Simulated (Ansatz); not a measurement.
**WS2: relaxation of cell and atoms with PBEsol**

The system is WS2, a slab with vacuum.

```
W S
1.0
     3.18295    0.00000    0.00000
    -1.59148    2.75652    0.00000
     0.00000    0.00000   28.53222
W S
3 6
Cartesian
  1.5915 0.9188 12.3933
  1.5915 0.9188 25.2662
  0.0000 0.0000 18.8109
  1.5915 0.9188 17.2513
  0.0000 0.0000 10.8340
  0.0000 0.0000 23.7059
  1.5915 0.9188 20.3706
  0.0000 0.0000 13.9531
  0.0000 0.0000 26.8256
```

```yaml
Program: Ansatz 0.2.0
Task: relaxation of cell and atoms
Functional: PBEsol
Potentials_or_basis: Ansatz PAW
Cutoff: "420 eV (not typed: the program's choice for these potentials)"
k_mesh: 10 × 10 × 1
Occupations: fermi-dirac, width 0.05 eV
Spin: no spin polarisation
```

```
Relaxed volume                         : 27.01 Å³/atom
Relaxed cell                           : a = 3.146 Å, b = 3.146 Å, c = 28.365 Å, α = 90.00°, β = 90.00°, γ = 120.00°
Space group after relaxing (to 0.05 Å) : P-6m2 (No. 187)
Energy gained by relaxing              : 4.9 meV/atom
Ionic steps                            : 4
Largest force after relaxing           : 0.004 eV/Å
Band gap on the k mesh                 : 1.41 eV, indirect (least direct gap 2.23 eV)
```

Forces on the atoms (eV/Å):
```
W    0.000  0.000  0.001
W    0.000  0.000 -0.001
W    0.000  0.000  0.000
S    0.000  0.000 -0.003
S    0.000  0.000 -0.003
S    0.000  0.000 -0.004
S    0.000  0.000  0.003
S    0.000  0.000  0.004
S    0.000  0.000  0.003
```

The path:
```
step  energy change (eV)  largest force (eV/Å)  volume (Å³)
   1              0.0000                0.1221       250.34
   2             -0.0436                0.0662       244.02
   3             -0.0446                0.0040       243.12
   4             -0.0439                0.0041       243.12
```

Final structure:
```
W S
1.0
     3.14600    0.00000    0.00000
    -1.57300    2.72451    0.00000
     0.00000    0.00000   28.36462
W S
3 6
Direct
  0.66667 0.33333 0.43561
  0.66667 0.33333 0.88381
  0.00000 0.00000 0.65976
  0.66667 0.33333 0.60450
  0.00000 0.00000 0.38038
  0.00000 0.00000 0.82854
  0.66667 0.33333 0.71503
  0.00000 0.00000 0.49087
  0.00000 0.00000 0.93903
```

Levels at points of the mesh, in eV from the valence-band top:
```csv
k point,band 37,band 38,band 39,band 40,band 41,band 42
"(0.00, 0.00, 0.00)",-0.81,-0.34,0.00,2.57,2.57,2.58
"(0.00, -0.50, 0.00)",-1.42,-1.37,-1.34,2.58,2.60,2.61
```

It took 23 s on 4 threads of Arm Neoverse V2, with other jobs on the host, peak memory 0.66 GiB.

Caveat: the plane-wave basis is chosen anew once the cell has moved, so the energies of steps on either side of that aren't comparable; spin-orbit coupling is left out, which moves the levels of the heavy elements; the PAW data sets come from PBE, with cores solved anew for the run's functional, which leaves a small shift of forces and pressure. As with any semilocal functional, this PBEsol gap is likely too small.
